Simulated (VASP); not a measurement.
## Si: single point with PBE

The system is Si.

```
Si
1.0
     0.00000    2.72738    2.72738
     2.72738    0.00000    2.72738
     2.72738    2.72738    0.00000
Si
2
Direct
  0.50000 0.50000 0.50000
  0.75000 0.75000 0.75000
```

```
Program                : VASP 6.6.1
Task                   : single point
Functional             : PBE
Potentials or basis    : VASP PAW PBE potentials, release 64 (Si)
Cutoff                 : 520 eV
k mesh                 : 14 × 14 × 14
Occupations            : gaussian, width 0.05 eV
Spin                   : no spin polarisation
Dipole correction      : no
Further INCAR settings : ALGO = Normal; EDIFF = 1e-07; NBANDS = 11
```

```
Pressure               : 0.7 GPa
Band gap on the k mesh : 0.60 eV, indirect (least direct gap 2.56 eV)
```

Levels at points of the mesh, in eV from the valence-band top:
| k point | band 1 | band 2 | band 3 | band 4 | band 5 | band 6 | band 7 | band 8 |
| --- | --- | --- | --- | --- | --- | --- | --- | --- |
| (0.00, 0.00, 0.00) | -11.87 | 0.00 | 0.00 | 0.00 | 2.56 | 2.56 | 2.56 | 3.22 |
| (0.50, 0.00, 0.00) | -9.57 | -6.90 | -1.19 | -1.19 | 1.49 | 3.35 | 3.35 | 7.71 |
| (0.50, 0.50, 0.00) | -7.77 | -7.77 | -2.81 | -2.81 | 0.74 | 0.74 | 10.00 | 10.00 |

It took 90 s on 1 thread of AMD EPYC 7571 (shared host), peak memory 0.15 GiB.

A k mesh can miss the band edges. As with any semilocal functional, this PBE gap is likely too small.
